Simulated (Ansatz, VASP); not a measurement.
**Two plane-wave programs on AgBr**

INCAR

```
PREC = Accurate
ENCUT = 600
EDIFF = 1E-6
ISMEAR = 0
SIGMA = 0.01
LREAL = F
LASPH = T
NELM = 60
ALGO = Fast
ISIF = 3
LWAVE = F
LCHARG = F
GGA = PE
IBRION = 2
NSW = 80
EDIFFG = -0.001
```

Contents of KPOINTS:

```
regular mesh
0
Gamma
  8 8 8
```

POSCAR

```
AgBr
1.0
    0.0000000000      2.9216612920      2.9216612920
    2.9216612920      0.0000000000      2.9216612920
    2.9216612920      2.9216612920      0.0000000000
Ag Br
1 1
Direct
    0.0000000000      0.0000000000      0.0000000000
    0.5000000000      0.5000000000      0.5000000000
```

Input for Ansatz:

```yaml
crystal:
  lattice:
    - [0.0, 2.921661292, 2.921661292]
    - [2.921661292, 0.0, 2.921661292]
    - [2.921661292, 2.921661292, 0.0]
  atoms:
    - { symbol: Ag, position: [0.0, 0.0, 0.0] }
    - { symbol: Br, position: [0.5, 0.5, 0.5] }
basis:
  ecutwfc: 420
kpoints:
  mp_grid: { grid: [8, 8, 8] }
hamiltonian:
  xc: pbe
scf:
  occupations: { method: fixed }
output:
  forces: true
  stress: true
  eigenvalues: true
relax:
  adjacent_minimum: "off"
  f_tol: 0.001
  max_steps: 60
  cell: { stress_tol: 0.01 }
```

Alike in both runs: task relaxation of cell and atoms; functional PBE; k mesh 8 × 8 × 8; no spin polarisation.

```csv
,VASP,Ansatz
version,VASP 6.6.1,Ansatz 0.2.0
potentials or method,"VASP PAW PBE potentials, release 64 (Ag, Br)","scalar-relativistic, plane waves, PAW"
plane-wave cutoff (eV),600,420
occupations,"gaussian, width 0.01 eV",fixed
valence electrons in the cell,18,26
```

```csv
,VASP,Ansatz,Ansatz less VASP
"gap on the k mesh at the Fermi level, each at its own relaxed structure (eV)",0.69,0.69,+0.001
relaxed volume (Å³/atom),24.88,24.91,+0.032
relaxed cell length with the largest relative difference (Å),4.128,4.130,+0.0018
```

The two sets of potentials don't hold the same shells in valence.

A k mesh can miss the band edges.
